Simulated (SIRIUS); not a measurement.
Runs of SIRIUS 7.12.0 on Ru. It takes space group P6_3/mmc (No. 194, hexagonal). Conventional cell: a = 2.706 Å, b = 2.706 Å, c = 4.282 Å, α = 90.00°, β = 90.00°, γ = 120.00°. Ru (site symmetry -6m2) has 12 Ru at 2.65 to 2.71 Å as nearest neighbours. 

| task | level | potentials or basis | cutoff (eV) | smearing | muffin tin radii | basis cutoff (gk_cutoff) | valence relativity | local orbitals (radial functions) | reference energy of the basis | gap on the mesh (eV) | V0 of scaled cells (Å³/atom) | B0 (GPa) |
| --- | --- | --- | --- | --- | --- | --- | --- | --- | --- | --- | --- | --- |
| single point | PBE | all-electron FP-LAPW, apw+lo standard | 174 | fermi-dirac 0.03 eV | Ru 2.46 bohr | 3.58 1/bohr | iora | Ru 13 | 0.44 Ha | none | - | - |
| single point | PBE | all-electron FP-LAPW, apw+lo standard | 174 | fermi-dirac 0.2 eV | Ru 2.46 bohr | 3.58 1/bohr | iora | Ru 13 | 0.44 Ha | none | - | - |
| equation of state | PBE+D4 | all-electron FP-LAPW, apw+lo standard | 181 | fermi-dirac 0.05 eV | Ru 2.41 bohr | 3.65 1/bohr | iora | - | - | - | 13.51 | 330 |
| equation of state | PBE+D3(BJ) | all-electron FP-LAPW, apw+lo standard | 181 | fermi-dirac 0.05 eV | Ru 2.41 bohr | 3.65 1/bohr | iora | - | - | - | (a) | (b) |
| single point | PBE | all-electron FP-LAPW, apw+lo standard | 174 | fermi-dirac 0.1 eV | Ru 2.46 bohr | 3.58 1/bohr | iora | Ru 13 | 0.44 Ha | none | - | - |
| single point | PBE | all-electron FP-LAPW, apw+lo standard | 174 | fermi-dirac 0.3 eV | Ru 2.46 bohr | 3.58 1/bohr | iora | Ru 13 | 0.44 Ha | none | - | - |
| equation of state | PBE | all-electron FP-LAPW, apw+lo standard | 181 | fermi-dirac 0.05 eV | Ru 2.41 bohr | 3.65 1/bohr | iora | - | - | - | 13.75 | 311 |
| equation of state | LDA | all-electron FP-LAPW, apw+lo standard | 181 | fermi-dirac 0.05 eV | Ru 2.41 bohr | 3.65 1/bohr | iora | Ru 13 | - | - | 13.08 | 370 |
| equation of state | PBE+D3 | all-electron FP-LAPW, apw+lo standard | 181 | fermi-dirac 0.05 eV | Ru 2.41 bohr | 3.65 1/bohr | iora | - | - | - | 13.42 | 334 |
| equation of state | PBEsol | all-electron FP-LAPW, apw+lo standard | 181 | fermi-dirac 0.05 eV | Ru 2.41 bohr | 3.65 1/bohr | iora | Ru 13 | - | - | (c) | 349 |
| single point | LDA | all-electron FP-LAPW (ZORA valence), apw+lo standard | 174 | gaussian 0.02 eV | Ru 2.46 bohr | 3.58 1/bohr | zora | Ru 13 | 0.44 Ha | none | - | - |
| equation of state | RPBE | all-electron FP-LAPW, apw+lo standard | 181 | fermi-dirac 0.05 eV | Ru 2.41 bohr | 3.65 1/bohr | iora | Ru 13 | - | - | 13.95 | 294 |

Alike in all rows: no spin polarisation; cell as given; k mesh 11 × 11 × 6.

Problem. Fill in the values left out.

Solution. (a) 13.43; (b) 335; (c) 13.31.

Caveats: the cell was scaled at fixed shape and fractional positions, which overstates the stiffness of a crystal with free parameters, most of all of layers and chains (some runs).

A k mesh can miss the band edges, and the runs leave out spin-orbit coupling on Ru.

A gap of «none» marks a metal or a gap under the smearing width.

Not every run made on this cell is shown here.
